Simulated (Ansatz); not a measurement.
**In₃Sb: pressure against volume**

In₃Sb, Pm-3m, a = 4.786 Å. The structure is a Materials Project entry; whether it is the stable form wasn't checked. Ansatz: r2SCAN, PAW, 500 eV, Γ-centred 10×10×10 mesh on 4 atoms, Gaussian smearing 0.10 eV; no spin polarisation. Symmetry fixes shape and atoms, so the cell is only scaled; pressure is positive in compression.

| V (Å³/atom) | P (GPa) |
| --- | --- |
| 25.768 | 2.83 |
| 26.591 | ? |
| 27.413 | -0.03 |
| 28.235 | -1.14 |
| 29.058 | -2.05 |

Question: Take V0 = 27.413 Å³/atom, count pressures from its P0 = -0.03 GPa, fit the third-order Birch–Murnaghan form to the other rows, and predict the missing pressure.

Answer: With the Eulerian strain f = ½[(V0/V)^(2/3) − 1] and y = (P − P0)/[3f(1 + 2f)^(5/2)], the form is the line y = B0 + 1.5 B0 (B0′ − 4) f. Rows (f, y): 0.02106, 40.8; -0.00975, 39.9; -0.01905, 39.0. Means f = -0.002580, y = 39.900; Σ(Δf)² = 0.0008815, ΣΔfΔy = 0.03610; the slope is their ratio. y = 40.01 + 40.95 f GPa, so B0 = 40.0 GPa and B0′ = 4 + 2 × (40.95)/(3 × 40.01) = 4.68. At V = 26.591, f = 0.01025, y = 40.43 and P = 1.28 GPa. The run gave 1.28 GPa, the same to the digits shown.